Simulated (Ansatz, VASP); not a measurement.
**One calculation of SnSe, two programs**

```
Sn Se
1.0
     0.00000    2.91718    2.94665
     2.94665    0.00000    2.94665
     2.94665    2.91718    0.00000
Sn Se
1 1
Direct
  0.00000 0.00000 0.00000
  0.50000 0.50000 0.50000
```

Change from the starting cell: strain -0.0100 x Voigt [0, 1, 0, 0, 0, 0], atoms carried along.

Alike in both runs: task single point; functional LDA; k mesh 8 × 8 × 8; occupations gaussian, width 0.05 eV; no spin polarisation.

```csv
,VASP,Ansatz
version,VASP 6.6.1,Ansatz 0.2.0
potentials or method,"VASP PAW LDA potentials, release 64 (Sn_d, Se)","scalar-relativistic, plane waves, PAW"
plane-wave cutoff (eV),520,420
valence electrons in the cell,20,30
```

```tsv
	VASP	Ansatz	Ansatz less VASP
gap on the k mesh at the Fermi level (eV)	0.74	0.75	+0.010
least direct gap on the mesh (eV)	0.91	0.91	+0.004
pressure (GPa)	0.8	0.6	-0.14
largest component of the traceless stress (GPa)	1.04	1.03	-0.008
```

The two sets of potentials don't hold the same shells in valence.

Caveats: spin-orbit coupling is left out, which moves the levels of the heavy elements. A k mesh can miss the band edges.
